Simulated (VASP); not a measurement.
# InAs (F-43m) in VASP: a series of runs

The runs below take InAs through single point, relaxation of cell and atoms, with PBE.

All numbers are computed with VASP 6.6.1; they aren't measurements. Logs are shortened: lines on timing, memory, paths and dates and some standing lists are left out, and cuts for length are marked.

**Measured values to compare with.**

From a printed reference work, data compilation, for a bulk crystal of InAs at 4.2 K: band gap 0.418 eV (direct).

The runs below are set against these values where they give the same quantity.

## 1. Starting point

It takes space group F-43m (No. 216, cubic). Conventional cell: a = 6.186 Å, b = 6.186 Å, c = 6.186 Å, α = 90.00°, β = 90.00°, γ = 90.00°. In (site symmetry -43m) has 4 As at 2.68 Å as nearest neighbours. As (site symmetry -43m) is surrounded by 4 In at 2.68 Å.

## 2. Single point, PBE

INCAR

```
SYSTEM = InAs
PREC = Accurate
ENCUT = 520
EDIFF = 1E-7
ISMEAR = 0
SIGMA = 0.1
LREAL = .False.
LASPH = .True.
NELM = 100
ALGO = Fast
ISIF = 2
LWAVE = .False.
LCHARG = .False.
GGA = PE
NBANDS = 16
```

KPOINTS

```
Automatic mesh
0
Gamma
  12 12 12
  0 0 0
```

POSCAR

```
InAs
1.0
    0.0000000000      3.0931634713      3.0931634713
    3.0931634713      0.0000000000      3.0931634713
    3.0931634713      3.0931634713      0.0000000000
In As
1 1
Direct
    0.0000000000      0.0000000000      0.0000000000
    0.2500000000      0.2500000000      0.2500000000
```

Potentials or basis: VASP PAW PBE potentials, release 64 (In_d, As).

The run is started by

```
$ cat potpaw_PBE.64/In_d/POTCAR potpaw_PBE.64/As/POTCAR > POTCAR
$ mpirun -np 1 vasp_std > vasp.out
```

OUTCAR:

```text
SYSTEM = InAs
   PREC = Accurate
   ENCUT = 520
   EDIFF = 1E-7
   ISMEAR = 0
   LREAL = .False.
   LASPH = .True.
   NELM = 100
   ISIF = 2
   GGA = PE

 ion  position               nearest neighbor table
   1  0.000  0.000  0.000-   2 2.68   2 2.68   2 2.68   2 2.68
   2  0.250  0.250  0.250-   1 2.68   1 2.68   1 2.68   1 2.68

  LATTYP: Found a face centered cubic cell.
 ALAT       =     6.1863269426

  Lattice vectors:

 A1 = (   0.0000000000,   3.0931634713,   3.0931634713)
 A2 = (   3.0931634713,   0.0000000000,   3.0931634713)
 A3 = (   3.0931634713,   3.0931634713,   0.0000000000)

Analysis of symmetry for initial positions (statically):
=====================================================================
 Subroutine PRICEL returns:
 Original cell was already a primitive cell.

 Routine SETGRP: Setting up the symmetry group for a
 face centered cubic supercell.

 Subroutine GETGRP returns: Found 24 space group operations
 (whereof 24 operations were pure point group operations)
 out of a pool of 48 trial point group operations.

The static configuration has the point symmetry T_d .

Analysis of symmetry for dynamics (positions and initial velocities):
=====================================================================
 Subroutine PRICEL returns:
 Original cell was already a primitive cell.

 Routine SETGRP: Setting up the symmetry group for a
 face centered cubic supercell.

 Subroutine GETGRP returns: Found 24 space group operations
 (whereof 24 operations were pure point group operations)
 out of a pool of 48 trial point group operations.

The dynamic configuration has the point symmetry T_d .

 Subroutine INISYM returns: Found 24 space group operations
 (whereof 24 operations are pure point group operations),
 and found     1 'primitive' translations

----------------------------------------------------------------------------------------

                                     Primitive cell

  volume of cell :      59.1887

  direct lattice vectors                    reciprocal lattice vectors
     0.000000000  3.093163471  3.093163471    -0.161646807  0.161646807  0.161646807
     3.093163471  0.000000000  3.093163471     0.161646807 -0.161646807  0.161646807
     3.093163471  3.093163471  0.000000000     0.161646807  0.161646807 -0.161646807

  length of vectors
     4.374393732  4.374393732  4.374393732     0.279980483  0.279980483  0.279980483

  position of ions in fractional coordinates (direct lattice)
     0.000000000  0.000000000  0.000000000
     0.250000000  0.250000000  0.250000000

  ion indices of the primitive-cell ions
   primitive index   ion index
                 1           1
                 2           2

----------------------------------------------------------------------------------------

 KPOINTS: Automatic mesh

Automatic generation of k-mesh.
 Grid dimensions read from file:
 generate k-points for:   12   12   12

 Generating k-lattice:

  Cartesian coordinates                     Fractional coordinates (reciprocal lattice)
    -0.013470567  0.013470567  0.013470567     0.083333333  0.000000000  0.000000000
     0.013470567 -0.013470567  0.013470567     0.000000000  0.083333333  0.000000000
     0.013470567  0.013470567 -0.013470567     0.000000000  0.000000000  0.083333333

  Length of vectors
     0.023331707  0.023331707  0.023331707

  Shift w.r.t. Gamma in fractional coordinates (k-lattice)
     0.000000000  0.000000000  0.000000000

 Subroutine IBZKPT returns following result:
 ===========================================

 Found     72 irreducible k-points:

 Following reciprocal coordinates:
            Coordinates               Weight
  0.000000  0.000000  0.000000      1.000000
  0.083333  0.000000  0.000000      8.000000
  0.166667  0.000000  0.000000      8.000000
  0.250000  0.000000  0.000000      8.000000
  0.333333  0.000000  0.000000      8.000000
  0.416667  0.000000  0.000000      8.000000
[... 16 lines left out ...]
  0.500000  0.166667  0.000000     24.000000
 -0.416667  0.166667  0.000000     24.000000
 [... further k-points ...]
   k-points           NKPTS =     72   k-points in BZ     NKDIM =     72   number of bands    NBANDS=     16
   number of dos      NEDOS =    301   number of ions     NIONS =      2
   total plane-waves  NPLWV =  46656
   dimension x,y,z NGX =    36 NGY =   36 NGZ =   36
   dimension x,y,z NGXF=    72 NGYF=   72 NGZF=   72
   ions per type =               1   1
   NGX,Y,Z   is equivalent  to a cutoff of  13.68, 13.68, 13.68 a.u.
   NGXF,Y,Z  is equivalent  to a cutoff of  27.36, 27.36, 27.36 a.u.
 SYSTEM =  InAs
   PREC   = accura    normal or accurate (medium, high low for compatibility)
   ISTART =      0    job   : 0-new  1-cont  2-samecut
   ICHARG =      2    charge: 1-file 2-atom 10-const
   ISPIN  =      1    spin polarized calculation?
   LNONCOLLINEAR =      F non collinear calculations
   LSORBIT =      F    spin-orbit coupling
   LASPH  =      T    aspherical Exc in radial PAW
   ENCUT  =  520.0 eV  38.22 Ry    6.18 a.u.   8.13  8.13  8.13*2*pi/ulx,y,z
   NELM   =    100;   NELMIN=  2; NELMDL= -5     # of ELM steps
   EDIFF  = 0.1E-06   stopping-criterion for ELM
   LREAL  =      F    real-space projection
   EDIFFG = 0.1E-05   stopping-criterion for IOM
   NSW    =      0    number of steps for IOM
   IBRION =     -1    ionic relax: 0-MD 1-quasi-New 2-CG
   NFREE  =      0    steps in history (QN), initial steepest desc. (CG)
   ISIF   =      2    stress and relaxation
   ISYM   =      2    0-nonsym 1-usesym 2-fastsym
   POTIM  = 0.5000    time-step for ionic-motion
   TEBEG  =    0.0;   TEEND  =   0.0 temperature during run
   PSTRESS=    0.0 pullay stress
   NELECT =      18.0000    total number of electrons
   NUPDOWN=      -1.0000    fix difference up-down
   EMIN   =  10.00;   EMAX   =-10.00  energy-range for DOS
   EFERMI =   0.00;   METHOD = LEGACY
   ISMEAR =     0;   SIGMA  =   0.10  broadening in eV -4-tet -1-fermi 0-gaus
   EFERMI_NEDOS =   21; number of points for ismear=-14 and -15
   IALGO  =     68    algorithm
   IMIX   =      4    mixing-type and parameters
     AMIX     =   0.40;   BMIX     =  1.00
     AMIX_MAG =   1.60;   BMIX_MAG =  1.00
  volume/ion in A,a.u.               =      29.59       199.71
  Fermi-wavevector in a.u.,A,eV,Ry     =   1.100912  2.080423 16.490374  1.212008
  Thomas-Fermi vector in A             =   2.237331
   LORBIT       =      0    0 simple, 1 ext, 2 COOP (PROOUT), +10 PAW based schemes
   GGA     = PE    functional components
   LHFCALC =     F    Hartree Fock is set to
   AEXX    =    0.0000 exact exchange contribution
   IVDW    =     0    specifies the selected vdW correction
   LEPSILON=     F    determine dielectric tensor
   LRPA    =     F    only Hartree local field effects (RPA)
 non-spin polarized calculation
 RMM-DIIS sequential band-by-band and
 Gauss-broadening in eV      SIGMA  =   0.10
  energy-cutoff  :      520.00
  volume of cell :       59.19
 maximum number of plane-waves:      1639
 NGX is ok and might be reduce to    36
   NGX = 17   NGY = 17   NGZ = 17

 number of electron      17.9999997 magnetization

 Free energy of the ion-electron system (eV)
  ---------------------------------------------------
  ext. energy  EPLUGINS =         0.00000000
  ---------------------------------------------------
  free energy    TOTEN  =        -7.71973490 eV

  energy without entropy =       -7.71957642  energy(sigma->0) =       -7.71965566

 E-fermi :   3.9062     XC(G=0):  -8.7966

 val. band max:        3.8410647252   @ k =   0.0000   0.0000   0.0000
 cond. band min:       4.4662977326   @ k =   0.0833   0.0000   0.0000
 fundamental gap:      0.6252330074
 Fermi energy:         3.9062228194

 k-point     1 :       0.0000    0.0000    0.0000
  band No.  band energies     occupation
      1     -10.4255      2.00000
      2     -10.4255      2.00000
      3     -10.4255      2.00000
      4     -10.3257      2.00000
      5     -10.3257      2.00000
      6      -7.6009      2.00000
[... 8 lines left out ...]
     15      13.3466      0.00000
     16      13.3466      0.00000

 k-point     2 :       0.0833    0.0000    0.0000
  band No.  band energies     occupation
      1     -10.4322      2.00000
      2     -10.4233      2.00000
      3     -10.4233      2.00000
      4     -10.3257      2.00000
      5     -10.3257      2.00000
      6      -7.5371      2.00000
[... 8 lines left out ...]
     15      12.8267      0.00000
     16      12.8267      0.00000

 k-point     3 :       0.1667    0.0000    0.0000
  band No.  band energies     occupation
      1     -10.4502      2.00000
      2     -10.4178      2.00000
      3     -10.4178      2.00000
      4     -10.3255      2.00000
      5     -10.3255      2.00000
      6      -7.3526      2.00000
[... 8 lines left out ...]
     15      12.3506      0.00000
     16      12.3506      0.00000

 k-point     4 :       0.2500    0.0000    0.0000
  band No.  band energies     occupation
      1     -10.4738      2.00000
      2     -10.4110      2.00000
      3     -10.4110      2.00000
      4     -10.3245      2.00000
      5     -10.3245      2.00000
      6      -7.0714      2.00000
[... 8 lines left out ...]
     15      12.3057      0.00000
     16      12.3057      0.00000

 k-point     5 :       0.3333    0.0000    0.0000
  band No.  band energies     occupation
      1     -10.4964      2.00000
      2     -10.4053      2.00000
      3     -10.4053      2.00000
      4     -10.3225      2.00000
      5     -10.3225      2.00000
      6      -6.7420      2.00000
[... 8 lines left out ...]
     15      12.7742      0.00000
     16      12.7742      0.00000

 k-point     6 :       0.4167    0.0000    0.0000
  band No.  band energies     occupation
      1     -10.5125      2.00000
      2     -10.4018      2.00000
      3     -10.4018      2.00000
      4     -10.3202      2.00000
      5     -10.3202      2.00000
      6      -6.4536      2.00000
[... 8 lines left out ...]
     15      13.6346      0.00000
     16      13.6346      0.00000

 k-point     7 :       0.5000    0.0000    0.0000
  band No.  band energies     occupation
      1     -10.5182      2.00000
      2     -10.4006      2.00000
      3     -10.4006      2.00000
      4     -10.3192      2.00000
      5     -10.3192      2.00000
      6      -6.3334      2.00000
[... 8 lines left out ...]
     15      14.3395      0.00000
     16      14.3395      0.00000

 k-point     8 :       0.0833    0.0833    0.0000
  band No.  band energies     occupation
      1     -10.4368      2.00000
      2     -10.4213      2.00000
      3     -10.4213      2.00000
      4     -10.3271      2.00000
      5     -10.3244      2.00000
      6      -7.5158      2.00000
[... 8 lines left out ...]
     15      12.1787      0.00000
     16      13.4214      0.00000

 k-point     9 :       0.1667    0.0833    0.0000
  band No.  band energies     occupation
      1     -10.4517      2.00000
      2     -10.4168      2.00000
      3     -10.4158      2.00000
      4     -10.3284      2.00000
      5     -10.3232      2.00000
      6      -7.3716      2.00000
[... 8 lines left out ...]
     15      12.4133      0.00000
     16      13.1030      0.00000
[... 172 lines left out ...]
 k-point    19 :       0.1667    0.1667    0.0000
  band No.  band energies     occupation
      1     -10.4660      2.00000
      2     -10.4100      2.00000
      3     -10.4100      2.00000
      4     -10.3316      2.00000
      5     -10.3211      2.00000
      6      -7.2702      2.00000
[... 8 lines left out ...]
     15      12.9558      0.00000
     16      13.6431      0.00000

 k-point    20 :       0.2500    0.1667    0.0000
  band No.  band energies     occupation
      1     -10.4846      2.00000
      2     -10.4036      2.00000
      3     -10.4025      2.00000
      4     -10.3340      2.00000
      5     -10.3191      2.00000
      6      -7.0604      2.00000
[... 8 lines left out ...]
     15      13.6008      0.00000
     16      13.6416      0.00000

 k-point    21 :       0.3333    0.1667    0.0000
  band No.  band energies     occupation
      1     -10.5031      2.00000
      2     -10.3989      2.00000
      3     -10.3958      2.00000
      4     -10.3344      2.00000
      5     -10.3174      2.00000
      6      -6.7723      2.00000
[... 8 lines left out ...]
     15      13.7031      0.00000
     16      13.7908      0.00000

 k-point    22 :       0.4167    0.1667    0.0000
  band No.  band energies     occupation
      1     -10.5180      2.00000
      2     -10.3962      2.00000
      3     -10.3915      2.00000
      4     -10.3323      2.00000
      5     -10.3164      2.00000
      6      -6.4648      2.00000
[... 8 lines left out ...]
     15      13.7210      0.00000
     16      14.3815      0.00000

 k-point    23 :       0.5000    0.1667    0.0000
  band No.  band energies     occupation
      1     -10.5261      2.00000
      2     -10.3952      2.00000
      3     -10.3900      2.00000
      4     -10.3285      2.00000
      5     -10.3174      2.00000
      6      -6.2377      2.00000
[... 8 lines left out ...]
     15      13.9792      0.00000
     16      14.4446      0.00000

 k-point    24 :      -0.4167    0.1667    0.0000
  band No.  band energies     occupation
      1     -10.5258      2.00000
      2     -10.3956      2.00000
      3     -10.3912      2.00000
      4     -10.3247      2.00000
      5     -10.3206      2.00000
      6      -6.2030      2.00000
[... 8 lines left out ...]
     15      13.3390      0.00000
     16      13.7599      0.00000

 [... further k-points ...]

------------------------ aborting loop because EDIFF is reached ----------------------------------------

  FORCE on cell =-STRESS in cart. coord.  units (eV):
  Direction    XX          YY          ZZ          XY          YZ          ZX
  --------------------------------------------------------------------------------------
  -------------------------------------------------------------------------------------
  Total        0.0277996      0.0277996      0.0277996     -0.0000000      0.0000000      0.0000000
  in kB        0.7525069      0.7525069      0.7525069     -0.0000000      0.0000000      0.0000000
  external PRESSURE =       0.7525069 kB  Pullay stress =       0.0000000 kB

 VOLUME and BASIS-vectors are now :
 -----------------------------------------------------------------------------
  energy-cutoff  :      520.00
  volume of cell :       59.19
      direct lattice vectors                 reciprocal lattice vectors
     0.000000000  3.093163471  3.093163471    -0.161646807  0.161646807  0.161646807
     3.093163471  0.000000000  3.093163471     0.161646807 -0.161646807  0.161646807
     3.093163471  3.093163471  0.000000000     0.161646807  0.161646807 -0.161646807

 POSITION                                       TOTAL-FORCE (eV/Angst)
 -----------------------------------------------------------------------------------
      0.00000      0.00000      0.00000         0.000000      0.000000      0.000000
      1.54658      1.54658      1.54658        -0.000000     -0.000000     -0.000000
 -----------------------------------------------------------------------------------
    total drift:                               -0.000000     -0.000000     -0.000000

  FREE ENERGIE OF THE ION-ELECTRON SYSTEM (eV)
  ---------------------------------------------------
  free  energy   TOTEN  =        -7.7197349035 eV

  energy  without entropy=       -7.7195764210  energy(sigma->0) =       -7.71965566
```

It took 41 s on 1 thread of Intel Xeon 6975P-C (Granite Rapids), shared host; peak memory 0.25 GiB.

What came out:

* Free energy: -7.7197 eV
* Pressure: 0.1 GPa
* Band gap on the k mesh: none (metal or under the smearing width)

Caveat: this crystal is a semiconductor, whose small gap the functional closes, so the metal is an error of the method.

(Part 1 of 2 ends here.)
